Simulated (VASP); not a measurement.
A run of VASP 6.6.1 is set up as follows.

Contents of INCAR:

```
SYSTEM = Sn
PREC = Accurate
ENCUT = 600
EDIFF = 1E-7
ISMEAR = -1
SIGMA = 0.05
LREAL = .False.
LASPH = .True.
NELM = 80
ALGO = Normal
ISIF = 3
LWAVE = .False.
LCHARG = .False.
GGA = PS
IBRION = 2
NSW = 60
EDIFFG = -0.01
```

KPOINTS

```
regular mesh
0
Gamma
  10 10 10
  0 0 0
```

Contents of POSCAR:

```
Sn
1.0
   -1.8946518192      1.8946518192      1.8946518192
    1.8946518192     -1.8946518192      1.8946518192
    1.8946518192      1.8946518192     -1.8946518192
Sn
1
Direct
    0.0000000000      0.0000000000      0.0000000000
```

Potentials or basis: VASP PAW PBE potentials, release 64 (Sn_d).

Run with:

```console
$ cat potpaw_PBE.64/Sn_d/POTCAR > POTCAR
$ mpirun -np 1 vasp_std > vasp.out
```

Predict the space group after relaxing (to 0.05 Å).

Im-3m (No. 229).

What does it give for the relaxed cell?

a = 3.232 Å, b = 3.232 Å, c = 3.232 Å, α = 109.47°, β = 109.47°, γ = 109.47°.

Estimate the relaxed volume.

25.98 Å³/atom.

What does it give for the band gap on the k mesh?

None (metal or under the smearing width).

Final structure:
```
Sn
1.0
    -1.86576    1.86576    1.86576
     1.86576   -1.86576    1.86576
     1.86576    1.86576   -1.86576
Sn
1
Direct
  0.00000 0.00000 0.00000
```

Caveat: the PAW data sets were made with another functional, which shifts forces and pressure a little.
